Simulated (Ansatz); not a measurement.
## Heated and quenched cell B32N32

Method: Ansatz, DFT, PBEsol, PAW, plane waves.

Command (of this form; memory limits and the device number are left out):

```sh
ansatz run in.yaml --threads 7 --pin off --runs-dir r --events-out ev --progress --plain
```

The input less its lattice and atoms:

```yaml
accuracy: low
kpoints:
  mp_grid: { grid: [1, 1, 1] }
hamiltonian:
  xc: pbesol
scf:
  occupations: { method: fermi_dirac, width: 0.1 }
md:
  ensemble: nvt_langevin
  timestep: 2.5
  n_steps: 600
  temperature: 6000
  temperature_schedule: [{ n_steps: 240, end_temperature: 6000 }, { n_steps: 360, end_temperature: 300 }]
  friction: 0.02
  initial_velocities: maxwell_boltzmann
  seed: 1
```

Start:

```xyz
64
Lattice="7.8606 0.0000 0.0000 0.0000 7.8606 0.0000 0.0000 0.0000 7.8606" Properties=species:S:1:pos:R:3 pbc="T T T"
B     0.2151    0.1894    0.1602
B     7.4555    0.1605    3.8002
B     0.2007    3.7426    7.6659
B     7.8597    3.8817    3.9480
B     3.8869    0.2826    0.0029
B     4.1631    7.6989    4.0310
B     3.8694    3.8168    7.8439
B     3.8340    3.8724    4.3466
B     1.9264    2.1462    0.0233
B     1.9353    1.9949    3.7739
B     1.9444    6.0825    0.0378
B     1.8468    5.9564    3.8368
B     5.8621    2.0619    0.0064
B     5.8543    1.8312    3.7634
B     5.6223    5.7764    7.8282
B     6.0592    5.9805    3.9341
B     1.9500    0.2387    2.1787
B     2.1092    0.0503    5.8718
B     2.0457    3.8527    1.9084
B     2.0003    3.9508    6.0662
B     6.0436    7.7096    1.8376
B     5.9453    7.6891    5.6746
B     5.9067    3.6578    2.1560
B     5.8880    3.9817    5.7878
B     7.7657    2.1116    1.9593
B     0.0344    1.9101    6.1238
B     0.0009    5.8434    2.0037
B     0.0477    5.6856    5.8322
B     3.8550    1.9951    1.9157
B     4.1051    2.0228    5.7816
B     3.5348    5.7767    1.8623
B     3.9465    5.6924    5.9871
N     0.7552    0.8480    1.0443
N     1.0083    0.7327    4.7247
N     0.7876    4.8282    0.8669
N     1.0418    4.7923    4.8205
N     4.8765    1.2134    0.9907
N     5.0610    0.8014    4.9240
N     4.9295    4.9804    0.8520
N     5.0038    4.8360    4.8124
N     2.9940    2.9650    1.1199
N     3.2596    3.0203    4.9326
N     3.1759    6.6585    1.1016
N     2.9043    6.9283    4.9717
N     6.4677    2.9695    0.7462
N     6.9040    3.2139    5.0522
N     6.8085    6.9454    0.8744
N     6.8433    6.7800    5.0712
N     2.7626    1.1199    3.0401
N     2.9835    1.1118    6.7178
N     2.8287    5.0026    3.1080
N     2.9733    4.7186    6.5276
N     6.7336    0.8049    2.9137
N     7.0891    0.8874    6.8245
N     6.6618    4.9236    3.0014
N     6.5298    4.7245    7.2181
N     1.1205    3.0721    3.1453
N     0.9778    2.8811    6.8861
N     0.8640    7.0152    3.1594
N     0.9240    7.0575    6.7232
N     4.7706    2.9132    2.9692
N     5.0762    3.1721    6.6607
N     4.6700    6.9144    3.1909
N     4.8195    6.6893    6.9565
```

Some of the steps:

```csv
step,"free energy without the kinetic part, less step 99 (eV)",temperature (K),largest force component (eV/Å)
99,0.000,6969,10.53
199,8.079,7268,14.88
299,6.843,5816,9.86
399,-17.014,4276,8.54
499,-36.647,2052,8.10
599,-61.358,679,5.65
```

Structure at step 399 of the program's count:

```xyz
64
Lattice="7.8606 0.0000 0.0000 0.0000 7.8606 0.0000 0.0000 0.0000 7.8606" Properties=species:S:1:pos:R:3 pbc="T T T"
B     7.2979    0.7054    7.2997
B     7.6042    2.0513    5.3217
B     1.8048    6.9615    0.6461
B     2.3442    2.3336    4.3830
B     1.1445    0.7568    2.8817
B     0.4560    0.1380    5.1300
B     2.4039    5.2175    7.7387
B     1.7132    0.6689    0.8750
B     7.3653    6.7828    3.0703
B     0.3177    4.9089    0.7623
B     3.9665    7.6815    7.4519
B     6.2895    7.3506    6.0489
B     4.4170    3.7677    7.8182
B     7.5520    3.9733    5.2687
B     3.7154    4.0687    5.5244
B     7.3601    3.3249    7.0666
B     6.2712    4.3907    1.9478
B     6.2969    4.9720    6.5434
B     0.1500    5.1749    3.5493
B     3.6154    4.1719    3.0097
B     4.0255    5.7239    1.5126
B     2.7488    6.6575    2.8341
B     5.0867    2.1596    2.3771
B     3.9099    6.2918    5.0684
B     0.5474    2.8590    2.3681
B     5.0242    2.8551    4.6538
B     5.9444    6.9916    0.4668
B     1.4474    5.8067    5.7678
B     3.0086    2.5816    2.4000
B     3.1605    2.4892    6.8232
B     6.9669    1.0150    1.5871
B     4.7346    0.1554    4.1390
N     2.9754    3.6954    7.6926
N     6.5852    2.0881    2.5146
N     7.6594    0.3880    2.6645
N     1.2211    7.1920    5.7687
N     4.2728    3.0240    1.6520
N     0.8903    1.6168    4.2754
N     6.6873    6.3668    7.0732
N     2.8626    5.3311    5.8452
N     3.4810    2.6101    5.2786
N     2.2965    3.4707    3.4494
N     3.7028    1.1276    7.2821
N     3.0681    5.3240    2.6491
N     5.2635    3.9938    6.8890
N     6.3272    2.7463    5.0578
N     5.3036    5.5152    1.8088
N     4.5750    1.3649    3.5087
N     3.1264    1.5235    3.2774
N     0.6268    2.8852    6.2092
N     1.6169    2.1154    1.6872
N     3.5929    7.1293    3.9590
N     7.5518    3.7446    0.6836
N     7.2358    0.6598    5.9455
N     7.6366    5.0043    2.3212
N     0.9016    0.3801    7.7191
N     7.8518    5.3331    5.1342
N     0.9986    5.8618    0.2469
N     2.1112    7.5607    2.0068
N     3.2266    6.5679    0.1678
N     4.6622    4.2434    4.2887
N     6.2664    0.6704    0.2743
N     5.1128    7.0793    5.2314
N     5.7107    6.7171    2.2366
```

End:

```
B N
1.0
     7.86063    0.00000    0.00000
     0.00000    7.86063    0.00000
     0.00000    0.00000    7.86063
B N
32 32
Direct
  0.94820 0.99071 0.91846
  0.77978 0.22217 0.75342
  0.20707 0.94965 0.07974
  0.27525 0.29203 0.50510
  0.16648 0.03020 0.35222
  0.06493 0.02844 0.62192
  0.40494 0.71304 0.03660
  0.16937 0.22558 0.94129
  0.89221 0.81555 0.32518
  0.03535 0.69659 0.99726
  0.56332 0.94536 0.82962
  0.82998 0.84682 0.73930
  0.68808 0.18617 0.99858
  0.99209 0.42177 0.68785
  0.42746 0.50265 0.77285
  0.95202 0.40423 0.94553
  0.88067 0.48298 0.21076
  0.64680 0.47014 0.00979
  0.96352 0.73599 0.59064
  0.36357 0.47351 0.34016
  0.60325 0.63910 0.30549
  0.37418 0.82456 0.31846
  0.70538 0.28354 0.29761
  0.50402 0.73061 0.58684
  0.07406 0.55603 0.44812
  0.67339 0.43045 0.53904
  0.67058 0.91682 0.12724
  0.20214 0.70761 0.67970
  0.42390 0.23111 0.16717
  0.43363 0.22249 0.83809
  0.91265 0.11682 0.21649
  0.62042 0.91872 0.48594
  0.51394 0.54585 0.92982
  0.89868 0.30242 0.26042
  0.98869 0.96962 0.30897
  0.11665 0.85205 0.60933
  0.60690 0.20286 0.14970
  0.17175 0.13584 0.49313
  0.93488 0.79648 0.89450
  0.37528 0.66074 0.70122
  0.37981 0.31997 0.70155
  0.21090 0.44812 0.40965
  0.60558 0.13374 0.83074
  0.42015 0.65656 0.24130
  0.77221 0.34778 0.92870
  0.83181 0.36926 0.62832
  0.69890 0.50953 0.18751
  0.60060 0.27483 0.43943
  0.43904 0.29145 0.36670
  0.06751 0.32814 0.82394
  0.34231 0.24742 0.01534
  0.44391 0.87357 0.47374
  0.99086 0.53202 0.06119
  0.91262 0.05343 0.74862
  0.94680 0.65918 0.37141
  0.09706 0.07384 0.00582
  0.06518 0.58695 0.62166
  0.22245 0.77605 0.99796
  0.29347 0.97709 0.24442
  0.54292 0.85944 0.00588
  0.61096 0.59649 0.50261
  0.81200 0.04461 0.06143
  0.64381 0.86538 0.67080
  0.70276 0.83254 0.30669
```

The run ended as planned.

Time: 13 min of wall time on 7 threads of a Neoverse-V2 processor, on a host shared with other runs; peak host memory 0.78 GiB.
